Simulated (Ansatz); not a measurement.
## Response to strain in CsBr

Take CsBr in the CsCl type structure (space group Pm-3m, No. 221; a = 4.242 Å) as the base. Axes: x, y, z lie along the cube axes.

Strains are applied to the cell and any free atomic positions relax; under biaxial strain the out-of-plane vector relaxes too.

Method: PBEsol (Ansatz, a first-principles code; PAW; 420 eV plane waves; spin-orbit coupling left out).

Computed cases, in order: biaxial strain −2.33 %, plane normal [001], relaxed out of plane; the unstrained base; biaxial strain +2.07 %, plane normal [001], relaxed out of plane; biaxial strain +3.08 %, plane normal [001], relaxed out of plane; biaxial strain +4.18 %, plane normal [001], relaxed out of plane.

Question: Between which two neighbouring cases does the gap turn between direct and indirect?

Answer: Between biaxial strain +2.07 %, plane normal [001], relaxed out of plane (4.24 eV, direct at Γ) and biaxial strain +3.08 %, plane normal [001], relaxed out of plane (4.14 eV, indirect, M → Γ). The whole series: biaxial strain −2.33 %, plane normal [001], relaxed out of plane: 4.47 eV, direct at Γ; the unstrained base: 4.45 eV, direct at Γ; biaxial strain +2.07 %, plane normal [001], relaxed out of plane: 4.24 eV, direct at Γ; biaxial strain +3.08 %, plane normal [001], relaxed out of plane: 4.14 eV, indirect, M → Γ; biaxial strain +4.18 %, plane normal [001], relaxed out of plane: 4.02 eV, indirect, M → Γ.

Whether these cells are dynamically stable was not tested. Labels are those of the standard path for the cell's own space group.
